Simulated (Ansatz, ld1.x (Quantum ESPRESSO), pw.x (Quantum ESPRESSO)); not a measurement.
**From atom to crystal: PAW potential for Al (Z = 13)**

```json
{"Element": "aluminium (Al)", "Generator": "ld1.x (Quantum ESPRESSO) 7.5", "Type": "PAW", "Functional": "PBE", "Relativity": "scalar-relativistic", "Frozen core": "[Ne]", "Valence charge": "3", "Reference configuration": "3s2 3p1", "Partial waves": "3s (bound): rcut 1.45, rcutus 1.90 bohr; 3s channel at 0.55 Ry: rcut 1.45, rcutus 1.90 bohr; 3p (bound): rcut 1.40, rcutus 1.90 bohr; 3p channel at 0.3 Ry: rcut 1.40, rcutus 1.90 bohr; 3d channel at 0.15 Ry: rcut 1.80, rcutus 2.15 bohr", "Local potential": "all-electron potential smoothed inside 1.55 bohr (lloc = -1)", "Core correction": "Bessel-smoothed model core, default radius (core density twice the valence density)", "Augmentation charge": "PSQ, inside the norm-conserving radii"}
```

Atomic tests: cutoffs needed: 8 Ry and 12 Ry (the cutoffs (Ry, on a coarse ladder) from which the occupation-weighted sum of valence levels, in a spherical-Bessel basis at the reference potential, stays within 10 and 1 mRy of its value at 400 Ry); ghost test: no extra level below or beside the all-electron valence levels (s, p, d, f tested) (spherical-Bessel basis up to 400 Ry, 20 bohr box); largest excitation error: -19 meV (all-electron minus pseudo) for 3s1 3p0, out of 7 test configurations.

Crystal test: bcc Al in pw.x 7.5, no spin, 14³ k-points, Fermi–Dirac smearing 0.01 Ry, cutoffs 40/320 Ry. The reference is all-electron LAPW (Ansatz 0.2.0) with the same functional, mesh and smearing; V0 and B0 come from Birch–Murnaghan fits to the pressures at five volumes. Errors are pseudo minus all-electron; Δ is the rms difference of the E(V) curves that follow from these fits, minima aligned, over ±6 % about the mean V0. Mesh and smearing are coarse, so the numbers serve the comparison and aren't converged zero-temperature values; the lattice is a test structure that the element need not adopt.

All-electron: a0 = 3.237 Å (V0 = 16.96 Å³/atom), B0 = 68.4 GPa.

Question: How far does the potential miss the all-electron equation of state?

Answer: mean pressure error (GPa): +0.07; a0 (Å): 3.238; a0 error (%): +0.03; B0 error (%): +0.5; Δ (meV/atom): 0.3.

```csv
V (Å³/atom),P all-electron (GPa),P pseudo (GPa)
16.098,4.02,4.13
16.521,1.91,2.00
16.945,0.07,0.14
17.369,-1.53,-1.48
17.792,-2.94,-2.90
```

Question: At the middle volume, how do free energy and pressure move when the wave cutoff is lowered (ecutrho held at 320 Ry)?

Answer:

```csv
cutoff (Ry),shift of F (meV/atom),shift of P (GPa)
18,+4.8,-0.01
24,+1.2,-0.01
32,+0.3,+0.00
```

Input at the middle volume:

```
&control
  calculation='scf', prefix='x', pseudo_dir='./', outdir='./tmp', tstress=.true., disk_io='low'
/
&system
  ibrav=0, nat=1, ntyp=1, ecutwfc=40, ecutrho=320, nbnd=8,
  occupations='smearing', smearing='fd', degauss=0.01
/
&electrons
  conv_thr=1e-09, mixing_beta=0.4, electron_maxstep=70
/
ATOMIC_SPECIES
Al 1.0 Al.UPF
CELL_PARAMETERS angstrom
  -1.61805716 1.61805716 1.61805716
  1.61805716 -1.61805716 1.61805716
  1.61805716 1.61805716 -1.61805716
ATOMIC_POSITIONS crystal
Al 0.0000 0.0000 0.0000
K_POINTS automatic
14 14 14 0 0 0
```

```bash
pw.x < Al.scf.in > Al.scf.out
```

Lines of the output:

```
Message from routine setup:
     using ibrav=0 with symmetry is DISCOURAGED, use correct ibrav instead
     lattice parameter (alat)  =       5.2961  a.u.
     unit-cell volume          =     114.3505 (a.u.)^3
     number of electrons       =         3.00
     number of Kohn-Sham states=            8
     kinetic-energy cutoff     =      40.0000  Ry
     charge density cutoff     =     320.0000  Ry
     scf convergence threshold =      1.0E-09
     Exchange-correlation= SLA  PW   PBX  PBC
     number of k points=   104  Fermi-Dirac smearing, width (Ry)=  0.0100
     iteration #  1     ecut=    40.00 Ry     beta= 0.40
     total energy              =     -39.49695635 Ry
     estimated scf accuracy    <       0.00505640 Ry
     iteration #  2     ecut=    40.00 Ry     beta= 0.40
     total energy              =     -39.49640469 Ry
     estimated scf accuracy    <       0.00163576 Ry
     iteration #  3     ecut=    40.00 Ry     beta= 0.40
     total energy              =     -39.49645111 Ry
     estimated scf accuracy    <       0.00000123 Ry
     iteration #  4     ecut=    40.00 Ry     beta= 0.40
     total energy              =     -39.49645207 Ry
     estimated scf accuracy    <       0.00000003 Ry
     iteration #  5     ecut=    40.00 Ry     beta= 0.40
     the Fermi energy is     7.6310 ev
!    total energy              =     -39.49645208 Ry
     estimated scf accuracy    <          8.8E-10 Ry
     smearing contrib. (-TS)   =      -0.00174088 Ry
     The total energy is F=E-TS. E is the sum of the following terms:
     one-electron contribution =       3.11827187 Ry
     hartree contribution      =       0.00379878 Ry
     xc contribution           =      -6.99127084 Ry
     ewald contribution        =      -5.35586600 Ry
     one-center paw contrib.   =     -30.26964501 Ry
     convergence has been achieved in   5 iterations
          total   stress  (Ry/bohr**3)                   (kbar)     P=        1.42
```

The run at the middle volume (104 k-points, 5 iterations) took about 6.7 s on one core of a shared host (Neoverse-V1, 32 threads, 247 GiB, load 25).
